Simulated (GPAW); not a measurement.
A run of GPAW 26.7.0:

Contents of run.py:

```python
from ase import Atoms
from ase.dft.bandgap import bandgap
from ase.io import write
from ase.units import GPa
from gpaw import GPAW, PW, setup_paths

setup_paths.insert(0, '.')

atoms = Atoms(['Fe'],
              cell=[[0.0, 1.9417396906, 1.9651051623],
                    [1.4984397099, 0.0, 1.9651051623],
                    [1.4984397099, 1.9417396906, 0.0]],
              scaled_positions=[[0.0, 0.0, 0.0]],
              pbc=True)
atoms.set_initial_magnetic_moments([3.0])

calc = GPAW(mode=PW(600),
            xc='PBEsol',
            kpts={'size': (11, 11, 11), 'gamma': True},
            occupations={'name': 'fermi-dirac', 'width': 0.05},
            setups={'Fe': ':d,3.0'},
            nbands=12,
            convergence={'density': 1e-05, 'energy': 1e-05},
            maxiter=150,
            txt='gpaw.txt')
atoms.calc = calc
energy = atoms.get_potential_energy()
forces = atoms.get_forces()
stress = atoms.get_stress()
calc.write('gs.gpw')
write('result.traj', atoms)
print(f'Energy: {energy:.6f} eV')
print('Forces (eV/A):')
print(forces.round(4))
print('Stress (GPa):', (stress / GPa).round(3))
print('Moments:', calc.get_magnetic_moments().round(3))
print('Fermi level:', round(calc.get_fermi_level(), 4), 'eV')
print(f'Gap: {bandgap(calc)[0]:.4f} eV, direct: {bandgap(calc, direct=True)[0]:.4f} eV')

path = atoms.cell.bandpath('GYCDXGZD1HC,C1Z,XH1,HY,LG', npoints=60, eps=1e-4)
bs_calc = calc.fixed_density(kpts=path, symmetry='off', nbands=19,
                             convergence={'bands': 'CBM+6.0', 'eigenstates': 1e-6}, txt='bands.txt')
bs = bs_calc.band_structure()
bs.write('bs.json')
print(f'Gap on the path: {bandgap(bs_calc)[0]:.4f} eV')
```

Potentials or basis: PAW data sets generated in the run's folder for this functional, pw.

The run is started by

```console
$ gpaw-setup -f PBEsol Fe
$ OMP_NUM_THREADS=1 python run.py
```

Hardware: 1 thread of Arm Neoverse V2 (shared host).

Question: How long does it take, and how much memory?

Answer: It took 49 s on 1 thread of Arm Neoverse V2, with other jobs on the host, peak memory 0.21 GiB. Counts: scf iterations 17, plane waves 396, bands 12, k points 216.
